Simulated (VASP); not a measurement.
**Al: density of states with LDA**

Al:

```
CELL_PARAMETERS angstrom
0.00000 2.02481 2.02481
2.02481 0.00000 2.02481
2.02481 2.02481 0.00000
ATOMIC_POSITIONS crystal
Al 0.00000 0.00000 0.00000
```

- Program: VASP 6.6.1
- Task: density of states
- Functional: LDA
- Potentials or basis: VASP PAW LDA potentials, release 64 (Al)
- Cutoff: 520 eV
- k mesh: 11 × 11 × 11
- Occupations: methfessel-paxton, width 0.2 eV
- Spin: no spin polarisation
- Further INCAR settings: ALGO = Fast; EDIFF = 1.00e-06; NBANDS = 8

| Quantity | Value |
| --- | --- |
| Pressure | -3.6 GPa |
| Band gap on the k mesh | none (metal or under the smearing width) |
| Valence electrons inside the program's atomic spheres | Al 0.79 |

Levels at points of the mesh, in eV from the Fermi level:
```csv
k point,band 1,band 2,band 3,band 4
"(0.00, 0.00, 0.00)",-11.06,12.53,12.53,12.53
```

States per cell in windows of 1 eV (zero at the Fermi level; states under -8 eV left out):
| from (eV) | total | Al1_p | Al1_s | Al1_d |
| --- | --- | --- | --- | --- |
| -8.0 | 0.23 | 0.02 | 0.05 | 0.00 |
| -7.0 | 0.25 | 0.02 | 0.05 | 0.00 |
| -6.0 | 0.27 | 0.03 | 0.04 | 0.00 |
| -5.0 | 0.27 | 0.03 | 0.04 | 0.00 |
| -4.0 | 0.44 | 0.06 | 0.05 | 0.00 |
| -3.0 | 0.34 | 0.05 | 0.03 | 0.00 |
| -2.0 | 0.40 | 0.06 | 0.04 | 0.00 |
| -1.0 | 0.34 | 0.05 | 0.04 | 0.00 |
| 0.0 | 0.52 | 0.07 | 0.05 | 0.00 |
| 1.0 | 0.37 | 0.06 | 0.03 | 0.00 |
| 2.0 | 0.37 | 0.05 | 0.04 | 0.00 |
| 3.0 | 0.54 | 0.09 | 0.05 | 0.00 |
| 4.0 | 0.58 | 0.11 | 0.05 | 0.00 |
| 5.0 | 0.55 | 0.11 | 0.04 | 0.00 |
| 6.0 | 0.55 | 0.13 | 0.02 | 0.00 |
| 7.0 | 0.54 | 0.11 | 0.03 | 0.00 |

It took 8 s on 1 thread of AMD EPYC 9R45 (Zen 5) (shared host), peak memory 0.09 GiB.
